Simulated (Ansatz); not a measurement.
**PbO: strain energy, fitted**

PbO, P4/nmm, a = 4.034 Å, c = 4.995 Å. The structure is a COD entry; whether it is the stable form wasn't checked. Ansatz: PBE+D3(BJ), PAW, 420 eV, Γ-centred 8×8×6 mesh on 4 atoms, Gaussian smearing 0.02 eV; no spin polarisation. Series: uniaxial strain along a, with b, c and atoms relaxed; x is the strain in per cent. y is the free energy over the unstrained cell, V0 = 20.321 Å³/atom.

```tsv
x (%)	y (meV/atom)
-3.0	?
-2.0	0.05
-1.0	0.01
0.0	0.00
1.0	0.01
2.0	0.04
3.0	0.12
```

**Question.** Fit y = c2 x² + c3 x³ to the other rows, turn c2 into a modulus, and predict the missing energy.

**Answer.** Least squares on the rows shown. y = 0.01224 x² + 0.0002169 x³. In eV per unit strain² c2 is 0.1224; this is Young's modulus along the axis (E = ½ Y V0 ε²): 2 × 0.1224 × 160.2 / (20.321) = 1.9 GPa. Energies this small carry numerical noise of a few hundredths of a meV. With a term in x⁴ added, the coefficient of x² becomes 0.008341, 32 % less, which shows how far this figure hangs on the form. At x = -3.0 the fit asked for gives 0.10 meV/atom. The run gave 0.13 meV/atom, so the fit is 0.03 meV/atom too low, small in itself but 23 % of the span of the series.

Spin–orbit coupling is left out, which can shift energies with elements as heavy as these.

Cost: 7 runs of about 6 core-minutes in all, on Intel Xeon 6975P-C (Granite Rapids) (shared hosts).